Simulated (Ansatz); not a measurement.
# MgI2: the cost of one run

Method: DFT PBE, scalar-relativistic, plane waves, PAW, unless a step names another level, in Ansatz 0.2.0.

1 further run of the same task is left out (set aside as unsound or not needed).

## Step 1: The starting structure

It takes space group P-4m2 (No. 115, tetragonal). The conventional cell has a = 4.401 Å, b = 4.401 Å, c = 7.289 Å, α = 90.00°, β = 90.00°, γ = 90.00°. Mg (site symmetry -4m2) has 4 I at 2.77 Å as nearest neighbours. I (site symmetry 2mm) has 2 Mg at 2.77 Å as nearest neighbours.

Structure file:

```cif
data_structure
_symmetry_space_group_name_H-M 'P 1'
_symmetry_Int_Tables_number 1
_cell_length_a 4.4013
_cell_length_b 4.4013
_cell_length_c 7.2887
_cell_angle_alpha 90.000
_cell_angle_beta 90.000
_cell_angle_gamma 90.000
_cell_volume 141.19
loop_
_atom_site_label
_atom_site_type_symbol
_atom_site_fract_x
_atom_site_fract_y
_atom_site_fract_z
_atom_site_occupancy
Mg1 Mg 0.00000 0.00000 0.00000 1
I1 I 0.50000 0.00000 0.23067 1
I2 I 0.00000 0.50000 0.76933 1
```

The cell was relaxed beforehand at this level, from a generated guess; it needn't be the stable form of this composition. At a tolerance of 0.02 Å it has space group P-4m2 (No. 115); it has 47.06 Å³/atom, an uncorrected energy of -1.03 eV/atom over the elements and, on its mesh, gap 3.27 eV.

## Step 2: Strained cells: the elastic tensor

File input.yaml:

```yaml
crystal:
  lattice:
    - [4.3998031325, 0.0, 0.0]
    - [0.0, 4.3998031325, 0.0]
    - [0.0, 0.0, 7.4546158994]
  atoms:
    - { symbol: Mg, position: [0.0, 0.0, 0.0] }
    - { symbol: I, position: [0.5, 0.0, 0.2258017022] }
    - { symbol: I, position: [0.0, 0.5, 0.7741982978] }
basis:
  ecutwfc: 420
kpoints:
  mp_grid: { grid: [6, 6, 4] }
hamiltonian:
  xc: pbe
scf:
  occupations: { method: fixed }
output:
  forces: true
  stress: true
  eigenvalues: true
  polarization: {}
elastic:
  mode: relaxed_ion
  stencil: two_point
```

Run with:

```sh
$ ansatz run input.yaml --threads 1 --pin off --max-ram 2048MiB --backend cpu --events-out ev --progress --plain --runs-dir out
```

What time and memory should one allow on 1 thread of Arm Neoverse V1, shared host?

About 10 min, with a peak of 0.5 GiB.
